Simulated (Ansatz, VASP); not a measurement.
# In in VASP and in Ansatz

```
CELL_PARAMETERS angstrom
-1.88253 1.88253 1.88253
1.88253 -1.88253 1.88253
1.88253 1.88253 -1.88253
ATOMIC_POSITIONS crystal
In 0.00000 0.00000 0.00000
```

This isn't the form of In at room conditions, which is tetragonal.

Alike in both runs: task single point; functional RPBE; k mesh 10 × 10 × 10; occupations gaussian, width 0.1 eV; no spin polarisation.

|  | VASP | Ansatz |
| --- | --- | --- |
| version | VASP 6.6.1 | Ansatz 0.2.0 |
| potentials or method | VASP PAW PBE potentials, release 54 (In_d) | Ansatz PAW |
| plane-wave cutoff (eV) | 520 | 420 |
| valence electrons in the cell | 13 | 13 |

VASP gave:

```
gap on the k mesh at the Fermi level (eV) : none
pressure (GPa)                            : 3.0
```

Q: What did Ansatz give for the same quantities?

A: gap on the k mesh at the Fermi level (eV): none; pressure (GPa): 3.1.

A gap of «none» marks a metal or a gap that the smearing closes.

Caveats: the PAW data sets were made with another functional, which shifts forces and pressure a little (VASP); the PAW data sets come from PBE, with cores solved anew for the run's functional, which leaves a small shift of forces and pressure (Ansatz).
